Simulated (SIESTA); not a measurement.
## Bi under changes of volume

One of the cells (35.014 Å³/atom); the others are scaled copies at fixed shape and fractional positions:

```xyz
4
Lattice="4.6893 0.0000 0.0000 0.0000 4.5564 0.0000 -0.3483 0.0000 6.5551" Properties=species:S:1:pos:R:3 pbc="T T T"
Bi    0.9180    1.1391    4.9080
Bi    3.4230    3.4173    1.6471
Bi    1.0851    1.1391    1.6314
Bi    3.2559    3.4173    4.9236
```

```yaml
Program: SIESTA 5.4.2
Functional: PBEsol
Potentials_or_basis: PseudoDojo 0.4 standard (PBEsol files)
Basis: DZP (energy shift 0.003 Ry; two zetas on semicore shells)
Grid_cutoff: 500 Ry
Energy_shift: 0.003 Ry
k_mesh: 6 × 6 × 4
Occupations: fermi-dirac, width 0.05 eV
Spin: no spin polarisation
```

```tsv
volume (Å³/atom)	energy over the lowest point (meV/atom)	pressure (GPa)	largest force (eV/Å)
32.268	9.50	2.3	0.015
32.954	?	?	?
33.641	0.00	0.0	0.007
35.014	8.47	-1.9	0.002
35.700	18.22	-2.6	0.003
36.387	31.15	-3.4	0.004
```

Q: What does the run at 32.954 Å³/atom give?

A: Energy over the lowest point 2.27 meV/atom; pressure 1.1 GPa; largest force 0.009 eV/Å.

Worked out: A Birch-Murnaghan fit of order 3 (a polynomial in V^(-2/3)) to the other rows has its minimum at 33.63 Å³/atom with B0 = V·E''(V) = 51 GPa and B' = 4.7 at fixed shape and positions, which overstates the stiffness. It gives 2.24 meV/atom at 32.954 Å³/atom, against the run's 2.27, and -dE/dV = 1.1 GPa, against 1.1.

Energies are extrapolated to zero smearing.

Caveats: the basis of atomic orbitals isn't converged, which shifts pressures, moduli and gaps.
